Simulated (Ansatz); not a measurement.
System: LiF (rock salt type), 2 atoms in the cell.

```
Li F
1.0
     0.00000    2.03500    2.03500
     2.03500    0.00000    2.03500
     2.03500    2.03500    0.00000
Li F
1 1
Cartesian
  0.0000 0.0000 0.0000
  2.0350 2.0350 2.0350
```

Code and potentials: Ansatz PAW hard set, 700 eV. Settings: k-mesh 6×6×6 Γ-centred; Fermi–Dirac smearing of 0.02 eV; no spin polarisation.

One run gave:

| Quantity | Value |
| --- | --- |
| Pressure | -4.05 GPa |
| Gap on the mesh | 9.78 eV |

Problem. Which level of theory was it?
A. r²SCAN
B. PBE

Solution. A. All runs:

```json
{"level": "PBE", "pressure (GPa)": "-0.18", "gap (eV)": "8.80"}
{"level": "r²SCAN", "pressure (GPa)": "-4.05", "gap (eV)": "9.78"}
```

The stress includes the program's correction for the finite plane-wave basis.

Potentials made with PBE were used with another functional (at least in: Ansatz PAW hard set, 700 eV (r²SCAN)). Semilocal functionals give gaps that mostly lie well below measured ones.
